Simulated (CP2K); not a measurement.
The system is CuI (Marshite).

```
CELL_PARAMETERS angstrom
4.28719 0.00000 0.00000
2.14359 3.71281 0.00000
2.14359 1.23760 3.50047
ATOMIC_POSITIONS crystal
I 0.00000 0.00000 0.00000
Cu 0.75000 0.75000 0.75000
```

Base run:

| Quantity | Value |
| --- | --- |
| Program | CP2K 2026.2 |
| Functional | HLE16 |
| Potentials or basis | GTH_POTENTIALS I GTH-PBE-q7, Cu GTH-PBE-q11; DZVP-MOLOPT-SR-GTH basis |
| Density cutoff | 6123 eV |
| k mesh | 8 × 8 × 8 |
| Occupations | fermi-dirac, width 0.05 eV |
| Spin | no spin polarisation |

Its results: band gap on the k mesh 2.96 eV, direct; pressure -0.2 GPa.

The run is repeated on the same cell with these changes: functional from HLE16 to PBE. What comes out?

Band gap on the k mesh 1.17 eV, direct; pressure 1.8 GPa.

Caveats: spin-orbit coupling is left out, which moves the levels of the heavy elements; the basis of atomic orbitals isn't converged, which shifts pressures, moduli and gaps; the potentials were made for a functional far from this one (some runs); the potentials were made for another functional, which shifts forces and pressure (some runs).
